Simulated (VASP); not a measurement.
## ZnO (zincite) under changes of volume

One of the cells (12.138 Å³/atom); the others are scaled copies at fixed shape and fractional positions:

```xyz
4
Lattice="3.2708 0.0000 0.0000 -1.6354 2.8326 0.0000 0.0000 0.0000 5.2402" Properties=species:S:1:pos:R:3 pbc="T T T"
Zn    1.6354    0.9442    0.0000
Zn    0.0000    1.8884    2.6201
O     0.0000    1.8884    4.6062
O     1.6354    0.9442    1.9861
```

- Program: VASP 6.6.1
- Functional: r2SCAN
- Potentials or basis: VASP PAW PBE potentials, release 64 (Zn, O)
- Cutoff: 520 eV
- k mesh: 9 × 9 × 5
- Occupations: fermi-dirac, width 0.05 eV
- Spin: no spin polarisation

| volume (Å³/atom) | energy over the lowest point (meV/atom) | pressure (GPa) | gap on the mesh (eV) | largest force (eV/Å) |
| --- | --- | --- | --- | --- |
| 11.186 | 19.83 | 10.5 | 1.33 | 0.098 |
| 11.424 | 7.12 | 6.5 | 1.29 | 0.088 |
| 11.662 | 0.00 | 3.0 | 1.26 | 0.085 |
| 12.138 | 0.13 | -3.0 | 1.20 | 0.085 |
| 12.376 | ? | ? | ? | ? |
| 12.614 | 16.24 | -7.8 | 1.14 | 0.064 |

What does the run at 12.376 Å³/atom give?

Energy over the lowest point 6.43 meV/atom; pressure -5.5 GPa; gap on the mesh 1.17 eV; largest force 0.076 eV/Å.

Worked out: A Birch-Murnaghan fit of order 3 (a polynomial in V^(-2/3)) to the other rows has its minimum at 11.89 Å³/atom with B0 = V·E''(V) = 150 GPa and B' = 4.6 at fixed shape and positions, which overstates the stiffness. It gives 6.41 meV/atom at 12.376 Å³/atom, against the run's 6.43, and -dE/dV = -5.5 GPa, against -5.5. A straight line through the other rows of the gap, of slope -1.56 eV per unit of ln V (its deformation potential), gives 1.17 eV, against the run's 1.17.

Energies are extrapolated to zero smearing.

Caveats: the PAW data sets were made with another functional, which shifts forces and pressure a little.
